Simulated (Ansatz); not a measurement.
## Sc: energy change per atom and pressure as volume scale varies

Plane-wave DFT, scalar-relativistic PAW made under PBE with cores redone for the functional, no dispersion; the given relaxed cell is scaled uniformly, energy at zero smearing counts from the unscaled cell, pressure at the given Fermi-Dirac smearing is positive in compression. The results are calculated, by Ansatz 0.2.0.

The cell before it is scaled or strained (space group Pm-3m, No. 221):
```
Sc
1.0
      3.0082     0.0000     0.0000
      0.0000     3.0082     0.0000
      0.0000     0.0000     3.0082
Sc
1
Direct
  0.00000 0.00000 0.00000
```

Settings of every row: spin polarised no; functional revPBE; wave cutoff 420 eV; smearing width 0.1 eV; k mesh 12x12x12.

Atom starting moment: 0 on all atoms.

Limits: the cell comes from a prototype or a list of computed structures and needn't be the stable phase.

```
row  volume scale  V (Å³/atom)  energy change per atom (meV)  pressure (GPa)
  1          0.88       23.955                          44.4            5.13
  2          0.92       25.044                         17.94            3.14
  3          0.96       26.133                             ?               ?
  4          1.04       28.311                          5.18           -1.23
  5          1.08         29.4                         18.07           -2.28
  6          1.12       30.489                         37.55           -3.17
```

Question: what energy change per atom and pressure should row 3 give?

Worked fit of energy change per atom. Take u = (V_r/V)^(2/3) − 1 with V_r = 28.311 Å³ an atom, which is twice the finite (Eulerian) strain; such expansions in the strain, on which the Birch-Murnaghan equation of state is built, carry the rest volume and the bulk modulus. The shown rows have u = 0.11782, 0.08518, 0, -0.02485, -0.04821. Least squares give energy change per atom = 5.494 − 369.813 × u + 5968.89 × u² meV; a straight line predicts inner rows, each left out in turn, worse (root mean square 17 against 0.88 meV). The rows lie off it by -0.38, 0.64, -0.31, -0.30, 0.35 (root mean square 0.42 meV). The withheld row has u = 0.05482, so the fit gives 5.494 − 369.813 × (0.05482) + 5968.89 × (0.05482)² = 3.16 meV.

The calculation gave 3.75 meV. The fit lies 0.59 meV (16 % of the value, 1.5 % of the column's range) below it; its largest miss of a shown row is 0.64 meV.

Worked fit of pressure. Take u = (V_r/V)^(2/3) − 1 with V_r = 28.311 Å³ an atom, which is twice the finite (Eulerian) strain; such expansions in the strain, on which the Birch-Murnaghan equation of state is built, carry the rest volume and the bulk modulus. The shown rows have u = 0.11782, 0.08518, 0, -0.02485, -0.04821. Least squares give pressure = −1.23 + 44.248 × u + 82.65 × u² GPa; a straight line predicts inner rows, each left out in turn, worse (root mean square 0.23 against 0.0019 GPa). All shown rows lie on it to the printed digit. The pressure vanishes at u = 0.0265, or V = 27.22 Å³ an atom, and there the bulk modulus at fixed shape and fractions is B = −V dP/dV = (2/3)(1 + u) dP/du = 33.3 GPa. The withheld row has u = 0.05482, so the fit gives −1.23 + 44.248 × (0.05482) + 82.65 × (0.05482)² = 1.44 GPa.

The calculation gave 1.45 GPa. The fit lies 0.01 GPa (0.12 % of the column's range) below it, one unit of the last digit.
